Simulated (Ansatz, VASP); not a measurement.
**Two plane-wave programs on ZnS**

INCAR

```
SYSTEM = ZnS
PREC = Accurate
ENCUT = 520
EDIFF = 1E-6
ISMEAR = -1
SIGMA = 0.05
LREAL = .False.
LASPH = .True.
NELM = 80
ALGO = Normal
ISIF = 2
LWAVE = .False.
LCHARG = .False.
GGA = PS
NBANDS = 16
```

File KPOINTS:

```
Automatic mesh
0
Gamma
  9 9 9
  0 0 0
```

The input POSCAR:

```
ZnS
1.0
    0.0000000000      2.6838652254      2.6838652254
    2.6838652254      0.0000000000      2.6838652254
    2.6838652254      2.6838652254      0.0000000000
Zn S
1 1
Direct
    0.7500000000      0.7500000000      0.7500000000
    0.0000000000      0.0000000000      0.0000000000
```

File input.yaml:

```yaml
crystal:
  lattice:
    - [0.0, 2.6838652254, 2.6838652254]
    - [2.6838652254, 0.0, 2.6838652254]
    - [2.6838652254, 2.6838652254, 0.0]
  atoms:
    - { symbol: Zn, position: [0.75, 0.75, 0.75] }
    - { symbol: S, position: [0.0, 0.0, 0.0] }
hamiltonian:
  xc: pbesol
  pseudopotentials: { kind: paw }
kpoints:
  mp_grid: { grid: [9, 9, 9] }
scf:
  occupations: { method: fermi_dirac, width: 0.05 }
output:
  forces: true
  stress: true
  eigenvalues: true
  write_density: true
  write_potential: true
  elf: true
  volumetric_format: npy
```

Alike in both runs: task single point; functional PBEsol; k mesh 9 × 9 × 9; occupations fermi-dirac, width 0.05 eV; no spin polarisation.

```csv
,VASP,Ansatz
version,VASP 6.6.1,Ansatz 0.2.0
potentials or method,"VASP PAW PBE potentials, release 64 (Zn, S)",Ansatz PAW
plane-wave cutoff (eV),520,420
valence electrons in the cell,18,18
```

```tsv
	VASP	Ansatz	Ansatz less VASP
gap on the k mesh at the Fermi level (eV)	2.07	2.06	-0.007
least direct gap on the mesh (eV)	2.07	2.06	-0.007
pressure (GPa)	-0.3	-0.5	-0.20
```

Caveats: the PAW data sets were made with another functional, which shifts forces and pressure a little (VASP); odd divisions of the mesh miss points on the zone boundary, where band edges often lie, so the gap on the mesh can be too wide (Ansatz); the PAW data sets come from PBE, with cores solved anew for the run's functional, which leaves a small shift of forces and pressure (Ansatz). Expect the measured gap to be larger: semilocal functionals such as PBEsol lack the derivative discontinuity.
